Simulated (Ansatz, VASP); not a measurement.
**Be in VASP and in Ansatz**

```
CELL_PARAMETERS angstrom
-1.23759 1.23759 1.23759
1.23759 -1.23759 1.23759
1.23759 1.23759 -1.23759
ATOMIC_POSITIONS crystal
Be 0.00000 0.00000 0.00000
```

Alike in both runs: task single point; functional PBE; k mesh 24 × 24 × 24; occupations gaussian, width 0.1 eV; no spin polarisation.

|  | VASP | Ansatz |
| --- | --- | --- |
| version | VASP 6.6.1 | Ansatz 0.2.0 |
| potentials or method | VASP PAW PBE potentials, release 64 (Be) | scalar-relativistic, plane waves, PAW |
| plane-wave cutoff (eV) | 520 | 420 |
| valence electrons in the cell | 2 | 2 |

```tsv
	VASP	Ansatz	Ansatz less VASP
gap on the k mesh at the Fermi level (eV)	none	none	-
pressure (GPa)	4.2	4.0	-0.17
```

A gap of «none» marks a metal or a gap that the smearing closes. With one functional, cell and mesh, what is left measures potentials, basis and numerics.
